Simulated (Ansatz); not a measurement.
A strain series on NaI (CsCl type): uniaxial along [111], other directions held

NaI, CsCl type, relaxed with r2SCAN in the plane-wave code Ansatz, then strained (uniaxial along [111], other directions held; changes of length per length, axes as in the cell below) with the atoms relaxed again within the symmetry that is left. It is cubic, Pm-3m (No. 221); conventional cell a = 4.041 Å, 32.98 Å³ an atom. Around Na lie 8 I at 3.50 Å; around I lie 8 Na at 3.50 Å. No spin polarisation and no zero-point or thermal motion; the cell was built from a prototype and may be hypothetical.

```yaml
crystal:
  lattice:
    - [4.04054, 0.00000, 0.00000]
    - [0.00000, 4.04054, 0.00000]
    - [0.00000, 0.00000, 4.04054]
  atoms:
    - { symbol: Na, position: [0.00000, 0.00000, 0.00000] }
    - { symbol: I, position: [0.50000, 0.50000, 0.50000] }
```

Gaps are the least over each mesh (PBE 6×6×6, r2SCAN 6×6×6, HSE06 4×4×4 when unstrained) and the special points, which keep their unstrained names; stress is the change from the unstrained cell, compression positive.

| strain (%) | gap, PBE (eV) | gap, r2SCAN (eV) | gap, HSE06 (eV) | edges, HSE06 | stress along the strain, r2SCAN (GPa) | energy rise, r2SCAN (meV/atom) |
| --- | --- | --- | --- | --- | --- | --- |
| -4.32 | 2.384 | 3.153 | 3.334 | M → Γ | +0.80 | 3.2 |
| 0.0 | 2.300 | 3.056 | 3.243 | M → Γ | 0.00 | 0.0 |
| +0.36 | 2.295 | 3.050 | 3.237 | M → Γ | -0.05 | 0.0 |
| +3.44 | 2.261 | 3.008 | 3.200 | M → Γ | -0.34 | 1.3 |

Between zero and the nearest strains the slope of the HSE06 gap against strain is -0.021 eV per percent for negative and -0.016 for positive strain.

No spin-orbit coupling is included; it can move band edges with weight on the heavy atoms by tenths of an eV.

The meshes of the hybrids are coarse, so their gaps aren't converged to the digits shown.
